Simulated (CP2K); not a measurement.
Runs of CP2K 2026.2 on AlN. The structure is cubic, space group F-43m (No. 216). The conventional cell has a = 4.368 Å, b = 4.368 Å, c = 4.368 Å, α = 90.00°, β = 90.00°, γ = 90.00°. Around Al (site symmetry -43m) lie 4 N at 1.89 Å. N (site symmetry -43m) has 4 Al at 1.89 Å as nearest neighbours. Measurements of this composition are mostly on another form, of space group No. 186.

| task | level | potentials or basis | smearing | EPS_DEFAULT | NGRIDS | CUTOFF of the grids | points a segment of the path (NPOINTS) | bands added on the path | gap on the mesh (eV) | pressure (GPa) | V0 of scaled cells (Å³/atom) | B0 (GPa) |
| --- | --- | --- | --- | --- | --- | --- | --- | --- | --- | --- | --- | --- |
| equation of state | PBEsol | POTENTIAL_UZH Al GTH-PBE-q3, N GTH-PBE-q5; TZVP-MOLOPT-PBE-GTH basis | fermi-dirac 0.05 eV | 1.0E-10 | 4 | 450 Ry | - | - | - | - | 10.60 | (d) |
| equation of state | r2SCAN | POTENTIAL_UZH Al GTH-SCAN-q3, N GTH-SCAN-q5; TZVP-MOLOPT-SCAN-GTH basis | fermi-dirac 0.01 eV | 1.0E-9 | 4 | 675 Ry | - | - | - | - | 10.30 | 206 |
| band structure | PBEsol | POTENTIAL_UZH Al GTH-PBE-q3, N GTH-PBE-q5; TZVP-MOLOPT-PBE-GTH basis | fermi-dirac 0.05 eV | 1.0E-9 | 4 | 450 Ry | 8 | 4 | (c) | (a) | - | - |
| single point | PBE | POTENTIAL_UZH Al GTH-PBE-q3, N GTH-PBE-q5; TZVP-MOLOPT-PBE-GTH basis | fermi-dirac 0.05 eV | 1.0E-10 | 5 | 450 Ry | - | - | 3.32 | 3.8 | - | - |
| band structure | optB88-vdW | POTENTIAL_UZH Al GTH-PBE-q3, N GTH-PBE-q5; TZVP-MOLOPT-PBE-GTH basis | fermi-dirac 0.05 eV | 1.0E-10 | 5 | 675 Ry | 6 | 6 | (b) | 3.0 | - | - |
| band structure | PBE | POTENTIAL_UZH Al GTH-PBE-q3, N GTH-PBE-q5; TZVP-MOLOPT-PBE-GTH basis | fermi-dirac 0.01 eV | 1.0E-9 | 4 | 450 Ry | 8 | 2 | 3.32 | 3.8 | - | - |
| band structure | TB-mBJ | POTENTIAL_UZH Al GTH-PBE-q3, N GTH-PBE-q5; TZVP-MOLOPT-PBE-GTH basis | fermi-dirac 0.1 eV | 1.0E-9 | 5 | 675 Ry | 10 | 2 | 3.99 | - | - | - |
| equation of state | LDA | GTH_POTENTIALS Al GTH-PADE-q3, N GTH-PADE-q5; TZVP-MOLOPT-PBE-GTH basis | fermi-dirac 0.01 eV | 1.0E-9 | 5 | 450 Ry | - | - | - | - | 10.16 | 204 |

Alike in all rows: no spin polarisation; cell as given; k mesh 10 × 10 × 10.

Q: Estimate the missing entries.

A: (a) 3.4; (b) 3.53; (c) 3.17; (d) 195.

Caveats: the basis of atomic orbitals isn't converged, which shifts pressures, moduli and gaps; the potentials were made for another functional, which shifts forces and pressure (some runs); this is a model potential without an energy functional, so only levels have meaning (some runs).

A k mesh can miss the band edges.

Not every run made on this cell is shown here.
